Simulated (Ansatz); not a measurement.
# BN: the cost of one run

Program: Ansatz 0.2.0. Level of theory: DFT PBE, scalar-relativistic, plane waves, PAW. These are calculated values, not measurements.

2 further runs of the same task are left out: 1 that didn't finish, 1 set aside as unsound or not needed.

**1. The structure to begin with**

The structure is hexagonal, space group P6_3/mmc (No. 194). Conventional cell: a = 2.504 Å, b = 2.504 Å, c = 6.661 Å, α = 90.00°, β = 90.00°, γ = 120.00°. Around B (site symmetry -6m2) lie 3 N at 1.45 Å. N (site symmetry -6m2) has 3 B at 1.45 Å as nearest neighbours.

Coordinates:

```xyz
4
Lattice="2.5040 0.0000 0.0000 -1.2520 2.1685 0.0000 0.0000 0.0000 6.6612" Properties=species:S:1:pos:R:3 pbc="T T T"
B     0.0000    1.4457    1.6653
B     1.2520    0.7228    4.9959
N     0.0000    1.4457    4.9959
N     1.2520    0.7228    1.6653
```

The structure comes from the Crystallography Open Database.

**2. One atom moved**

What differs from the listed cell: atom 3 (N) moved by 0.05 Å.

input.yaml

```yaml
crystal:
  lattice:
    - [2.5039917043, 0.0, 0.0]
    - [-1.2519958522, 2.1685204268, 0.0]
    - [0.0, 0.0, 6.6612]
  atoms:
    - { symbol: B, position: [0.3333333333, 0.6666666667, 0.25] }
    - { symbol: B, position: [0.6666666667, 0.3333333333, 0.75] }
    - { symbol: "N", position: [0.3190274145, 0.6675197829, 0.7538596649] }
    - { symbol: "N", position: [0.6666666667, 0.3333333333, 0.25] }
basis:
  ecutwfc: 420
kpoints:
  mp_grid: { grid: [12, 12, 4] }
hamiltonian:
  xc: pbe
scf:
  occupations: { method: gaussian, width: 0.02 }
output:
  forces: true
  stress: true
  eigenvalues: true
```

Launch:

```bash
> ansatz run input.yaml --threads 1 --pin off --max-ram 1331MiB --backend cpu --events-out ev --progress --plain --runs-dir out
```

What time and memory should one allow on 1 thread of an x86-64 CPU, shared host?

About 9.3 s, with a peak of 0.48 GiB.
